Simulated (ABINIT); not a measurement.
Crystal: GaSb.

```
Sb Ga
1.0
     0.00000    3.05900    3.05900
     3.05900    0.00000    3.05900
     3.05900    3.05900    0.00000
Sb Ga
1 1
Direct
  0.75000 0.75000 0.75000
  0.00000 0.00000 0.00000
```

Base run:

* Program: ABINIT 10.8.3 (patched build)
* Functional: SOGGA
* Potentials or basis: JTH PAW PBE v2.0
* Cutoff: 463 eV
* k mesh: 8 × 8 × 8
* Occupations: fermi-dirac, width 0.05 eV
* Spin: no spin polarisation

Its results: band gap on the k mesh none (metal or under the smearing width); pressure -0.9 GPa.

The run is repeated on the same cell with these changes: functional from SOGGA to PW91. What comes out?

Band gap on the k mesh none (metal or under the smearing width); pressure 2.0 GPa.

PW91 binds less tightly than SOGGA, so the same cell stands under more pressure.

Caveats: the PAW data sets were made with another functional, which shifts forces and pressure a little; spin-orbit coupling is left out, which moves the levels of the heavy elements; this crystal is a semiconductor, whose small gap the functional closes, so the metal is an error of the method.
